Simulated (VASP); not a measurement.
Input of a VASP 6.6.1 run:

The input INCAR:

```
ALGO = Normal
EDIFF = 1E-7
EDIFFG = -0.004
ENCUT = 600
IBRION = 2
ISIF = 3
ISMEAR = 0
LASPH = T
LCHARG = F
LMIXTAU = T
LREAL = F
LWAVE = F
METAGGA = R2SCAN
NELM = 60
NSW = 80
PREC = Accurate
SIGMA = 0.1
```

KPOINTS

```
k-points
0
Gamma
  6 6 6
```

File POSCAR:

```
AlPt
1.0
    4.8789320700      0.0000000000      0.0000000000
    0.0000000000      4.8789320700      0.0000000000
    0.0000000000      0.0000000000      4.8789320700
Al Pt
4 4
Direct
    0.8440321000      0.8440321000      0.8440321000
    0.6559679000      0.1559679000      0.3440321000
    0.3440321000      0.6559679000      0.1559679000
    0.1559679000      0.3440321000      0.6559679000
    0.1550630600      0.1550630600      0.1550630600
    0.3449369400      0.8449369400      0.6550630600
    0.6550630600      0.3449369400      0.8449369400
    0.8449369400      0.6550630600      0.3449369400
```

Potentials or basis: VASP PAW PBE potentials, release 64 (Al, Pt).

Run with:

```console
$ cat potpaw_PBE.64/Al/POTCAR potpaw_PBE.64/Pt/POTCAR > POTCAR
$ mpirun -np 1 vasp_std > vasp.out
```

Predict the space group after relaxing (to 0.05 Å).

P2_13 (No. 198).

Estimate the relaxed volume.

14.51 Å³/atom.

Estimate the relaxed cell.

a = 4.878 Å, b = 4.878 Å, c = 4.878 Å, α = 90.00°, β = 90.00°, γ = 90.00°.

Final structure:
```
Al Pt
1.0
     4.87787    0.00000    0.00000
     0.00000    4.87787    0.00000
     0.00000    0.00000    4.87787
Al Pt
4 4
Direct
  0.84418 0.84418 0.84418
  0.65582 0.15582 0.34418
  0.34418 0.65582 0.15582
  0.15582 0.34418 0.65582
  0.15512 0.15512 0.15512
  0.34488 0.84488 0.65512
  0.65512 0.34488 0.84488
  0.84488 0.65512 0.34488
```

Caveat: the PAW data sets were made with another functional, which shifts forces and pressure a little. Spin-orbit coupling is left out, which matters for the levels of Pt.
